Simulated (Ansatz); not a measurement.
# ZrB2: pressure against volume

One table from this session's results is given with a row withheld; the runs are named, their logs left out.

Method: DFT LDA, scalar-relativistic, in Ansatz 0.2.0.

### Starting point

Symmetry: P6/mmm, No. 191, hexagonal system. Conventional cell: a = 3.165 Å, b = 3.165 Å, c = 3.520 Å, α = 90.00°, β = 90.00°, γ = 120.00°. Zr (site symmetry 6/mmm) is surrounded by 12 B at 2.54 Å. Around B (site symmetry -6m2) lie 3 B at 1.83 Å and 6 Zr at 2.54 Å.

As a file:

```
CELL_PARAMETERS angstrom
3.16500 0.00000 0.00000
-1.58250 2.74097 0.00000
0.00000 0.00000 3.52000
ATOMIC_POSITIONS crystal
Zr 0.00000 0.00000 0.00000
B 0.33333 0.66667 0.50000
B 0.66667 0.33333 0.50000
```

Atoms are numbered in the order of the input: Zr1, B2, B3.

The first run:

Input file input.yaml:

```yaml
crystal:
  lattice:
    - [3.122224314, 0.0, 0.0]
    - [-1.561112157, 2.7039255722, 0.0]
    - [0.0, 0.0, 3.4724266007]
  atoms:
    - { symbol: Zr, position: [0.0, 0.0, 0.0] }
    - { symbol: B, position: [0.3333333333, 0.6666666667, 0.5] }
    - { symbol: B, position: [0.6666666667, 0.3333333333, 0.5] }
kpoints:
  mp_grid: { grid: [13, 13, 10] }
  band_path:
    path:
      - [0.0, 0.0, 0.0]
      - [0.5, 0.0, 0.0]
      - [0.3333333333, 0.3333333333, 0.0]
      - [0.0, 0.0, 0.0]
      - [0.0, 0.0, 0.5]
      - [0.5, 0.0, 0.5]
      - [0.3333333333, 0.3333333333, 0.5]
      - [0.0, 0.0, 0.5]
      - [0.5, 0.0, 0.5]
    npoints: 5
scf:
  occupations: { method: fermi_dirac, width: 0.03 }
hamiltonian:
  xc: lda
  pseudopotentials: { kind: all_electron, lapw: { basis_error: 0.001 } }
output:
  forces: true
  stress: true
  eigenvalues: true
```

Command:

```console
ansatz run input.yaml --threads 1 --pin off --max-ram 4096MiB --backend cpu --events-out ev --progress --plain --runs-dir out
```

Among the steps run: Volume × 0.96, LAPW; Volume × 0.96, PAW; Volume × 0.96, crystal datasets; Volume × 0.99, LAPW; Volume × 0.99, PAW; Volume × 0.99, crystal datasets; Volume × 1.02, LAPW; Volume × 1.02, PAW; Volume × 1.02, crystal datasets; Volume × 1.06, LAPW; Volume × 1.06, PAW; Volume × 1.06, crystal datasets.

One of the session's tables, all rows but one given; the rest of the session is left out.

It belongs to the step «The equation of state». 

```
          method  volume (Å³/atom)  pressure (GPa)
            LAPW             9.772            3.06
            LAPW            10.077           -4.87
            LAPW            10.382          -11.69
            LAPW            10.790          -19.32
             PAW             9.772               ?
             PAW            10.077           -4.87
             PAW            10.382          -11.69
             PAW            10.790          -19.32
crystal datasets             9.772            3.06
crystal datasets            10.077           -4.87
crystal datasets            10.382          -11.69
crystal datasets            10.790          -19.32
```

**Question.** Estimate the row for PAW, 9.772.

The run gave: pressure (GPa): 3.05. In the column «pressure (GPa)» it lies between crystal datasets, 10.077 (-4.87) and LAPW, 9.772 (3.06).

To keep in mind: Shape and positions are held, so a fully relaxed modulus can be lower. Warnings in the runs' records: gradients without spin orbit, crystal datasets made.
